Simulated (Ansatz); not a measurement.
Wanted: the native input for an Ansatz 0.2.0 run.

```
Task                : relaxation of cell and atoms
Functional          : HSE03
Potentials or basis : Ansatz PAW
Cutoff              : 420 eV (not typed: the program's choice for these potentials)
k mesh              : 6 × 6 × 3
Occupations         : fermi-dirac, width 0.05 eV
Spin                : collinear spin, ferromagnetic start
Starting moments    : [2.0, 2.0] μB
```

V:

```xyz
2
Lattice="2.6043 0.0000 0.0000 -1.3021 2.2554 0.0000 0.0000 0.0000 4.7233" Properties=species:S:1:pos:R:3 pbc="T T T"
V     0.0000    1.5036    1.1808
V     1.3021    0.7518    3.5425
```

This isn't the form of V at room conditions, which is bcc.

One way to write it, as run:

input

```
crystal:
  lattice:
    - [2.6042941027, 0.0, 0.0]
    - [-1.3021470513, 2.2553848518, 0.0]
    - [0.0, 0.0, 4.723336]
  atoms:
    - { symbol: V, position: [0.3333333333, 0.6666666667, 0.25], spin: 2.0 }
    - { symbol: V, position: [0.6666666667, 0.3333333333, 0.75], spin: 2.0 }
hamiltonian:
  xc: { exchange: pbe, correlation: pbe, exx: { coeff: 0.25, omega: 0.3 } }
  pseudopotentials: { kind: paw }
magnetization:
  spin_polarized: true
kpoints:
  mp_grid: { grid: [6, 6, 3] }
scf:
  occupations: { method: fermi_dirac, width: 0.05 }
output:
  forces: true
  stress: true
  eigenvalues: true
  write_density: true
  write_potential: true
  elf: true
  volumetric_format: npy
relax:
  f_tol: 0.01
  max_steps: 40
  cell: { stress_tol: 0.05 }
```

It gave:

```
Relaxed volume                         : 13.44 Å³/atom
Relaxed cell                           : a = 2.586 Å, b = 2.586 Å, c = 4.641 Å, α = 90.00°, β = 90.00°, γ = 120.00°
Space group after relaxing (to 0.05 Å) : P6_3/mmc (No. 194)
Energy gained by relaxing              : 8.2 meV/atom
Ionic steps                            : 6
Pressure after relaxing                : 0.0 GPa
Band gap on the k mesh                 : none (metal or under the smearing width)
Net moment                             : 0.00 μB per cell
Absolute moment                        : 0.00 μB per cell
```

Caveat: the k mesh is coarse (spacing up to 0.46 Å⁻¹), so the values aren't converged, least of all with exact exchange; the magnetic or orbital state may not be the lowest; the plane-wave basis is chosen anew once the cell has moved, so the energies of steps on either side of that aren't comparable; the PAW data sets come from PBE, with cores solved anew for the run's functional, which leaves a small shift of forces and pressure; the starting moments weren't kept.

Wall time 4.6 min on 1 × NVIDIA H100 80GB HBM3 with 2 threads of AMD EPYC 7R13 Processor (Zen 3), with other jobs on the host, peak memory 1.5 GiB.
